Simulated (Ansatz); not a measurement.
Cu3Au (Auricupride):

```xyz
4
Lattice="3.7400 0.0000 0.0000 0.0000 3.7400 0.0000 0.0000 0.0000 3.7400" Properties=species:S:1:pos:R:3 pbc="T T T"
Au    0.0000    0.0000    0.0000
Cu    1.8700    1.8700    0.0000
Cu    1.8700    0.0000    1.8700
Cu    0.0000    1.8700    1.8700
```

Base run:

- Program: Ansatz 0.2.0
- Functional: LDA
- Potentials or basis: Ansatz PAW
- Cutoff: 420 eV (not typed: the program's choice for these potentials)
- k mesh: 7 × 7 × 7
- Occupations: fermi-dirac, width 0.05 eV
- Spin: no spin polarisation

Its results: band gap on the k mesh none (metal or under the smearing width); pressure -9.2 GPa.

**Question.** After a change of settings the same cell gave: band gap on the k mesh none (metal or under the smearing width); pressure 9.6 GPa. Which change was it?
A. functional from LDA to RPBE
B. functional from LDA to PBEsol
C. k mesh from 7 × 7 × 7 to 5 × 5 × 5; spin from no spin polarisation to spin-orbit coupling, no magnetisation; potential files from those of the base run to others of the same set

**Answer.** A.

RPBE binds less tightly than LDA, so the same cell stands under more pressure.

Caveats: spin-orbit coupling is left out, which moves the levels of the heavy elements; the PAW data sets come from PBE, with cores solved anew for the run's functional, which leaves a small shift of forces and pressure.

Runs at the PBE level aren't shown here.
